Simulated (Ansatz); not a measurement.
An element in the diamond structure gives these cold pressures by all-electron LAPW under PBE (Ansatz 0.2.0, scalar-relativistic, no spin polarisation).

```json
{"V (Å³/atom)": "186.64", "P (GPa)": "0.01"}
{"V (Å³/atom)": "167.98", "P (GPa)": "0.09"}
{"V (Å³/atom)": "149.31", "P (GPa)": "0.22"}
{"V (Å³/atom)": "130.65", "P (GPa)": "0.40"}
{"V (Å³/atom)": "111.99", "P (GPa)": "0.62"}
{"V (Å³/atom)": "93.32", "P (GPa)": "0.99"}
{"V (Å³/atom)": "74.66", "P (GPa)": "1.91"}
```

(1) Which element is it?

Answers

(1) Cs. Its zero-pressure volume in this structure is near 186.6 Å³/atom; the volume and the steepness of P(V) together point to it, though neighbours can come close. Neighbours weren't tried against these numbers.
